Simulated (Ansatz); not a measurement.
**Ga, simple cubic: how the functional moves the structure**

All rows: Ansatz, plane waves with scalar-relativistic PAW, 420 eV (500 eV for the SCAN forms), relaxed under each functional, no dispersion correction, no zero-point motion. B₀ comes from uniform scaling at fixed shape; a dash is a value not given.

```json
{"functional": "PBE", "V (Å³/atom)": "20.16", "cell": "a = 2.722 Å", "B₀ (GPa)": "47", "magnetic state": "spin not included", "ΔE to alpha-Ga (Cmce) (meV/atom)": "83"}
{"functional": "r²SCAN", "V (Å³/atom)": "19.05", "cell": "a = 2.671 Å", "B₀ (GPa)": "57", "magnetic state": "spin not included", "ΔE to alpha-Ga (Cmce) (meV/atom)": "146"}
{"functional": "PBEsol", "V (Å³/atom)": "18.79", "cell": "a = 2.658 Å", "B₀ (GPa)": "57", "magnetic state": "spin not included", "ΔE to alpha-Ga (Cmce) (meV/atom)": "87"}
{"functional": "LDA", "V (Å³/atom)": "18.08", "cell": "a = 2.625 Å", "B₀ (GPa)": "63", "magnetic state": "spin not included", "ΔE to alpha-Ga (Cmce) (meV/atom)": "88"}
{"functional": "revPBE", "V (Å³/atom)": "20.80", "cell": "a = 2.750 Å", "B₀ (GPa)": "42", "magnetic state": "spin not included", "ΔE to alpha-Ga (Cmce) (meV/atom)": "83"}
{"functional": "RPBE", "V (Å³/atom)": "21.08", "cell": "a = 2.762 Å", "B₀ (GPa)": "40", "magnetic state": "spin not included", "ΔE to alpha-Ga (Cmce) (meV/atom)": "83"}
{"functional": "BLYP", "V (Å³/atom)": "22.69", "cell": "a = 2.831 Å", "B₀ (GPa)": "29", "magnetic state": "spin not included", "ΔE to alpha-Ga (Cmce) (meV/atom)": "65"}
```

LDA gives the smallest volume and BLYP the largest.
